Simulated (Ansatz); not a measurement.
Space group I-43d (No. 220). a = 6.104 Å, b = 6.104 Å, c = 6.104 Å, α = 90.00°, β = 90.00°, γ = 90.00°
```json
{"atom": "Ga", "site": "12b", "symmetry": "-4..", "x": "0.3750", "y": "0.5000", "z": "0.7500"}
```

Equation of state of this Ga structure (not necessarily the ground state), with shape and atoms relaxed at each volume where symmetry leaves them free. It has no gap at any of these volumes. All numbers below come from DFT PBE, scalar-relativistic, plane waves, PAW (Ansatz).

Plane waves to 420 eV, a k mesh through Γ of 8×8×8 on the computed 6-atom cell and Gaussian smearing (0.10 eV); no spin polarisation.

| V (Å³/atom) | E − E(largest V) (meV/atom) | P (GPa) |
| --- | --- | --- |
| 16.680 | 28.57 | 8.44 |
| 17.248 | 3.61 | 5.71 |
| 17.817 | -12.52 | 3.44 |
| 18.386 | -21.30 | 1.55 |
| 18.954 | -23.94 | -0.03 |
| 19.523 | -21.43 | -1.35 |
| 20.091 | -14.59 | -2.45 |
| 20.850 | 0.00 | -3.63 |

Q: Fit a third-order Birch–Murnaghan equation to E(V).

A: V0 = 18.94 Å³/atom, B0 = 48 GPa, B0' = 4.9.

This form isn't the element's structure at ambient conditions.

Cost: 8 runs of about 4.3 core-minutes in all, on Intel Xeon Processor @ 2.50GHz (Skylake/Cascade Lake) (shared hosts).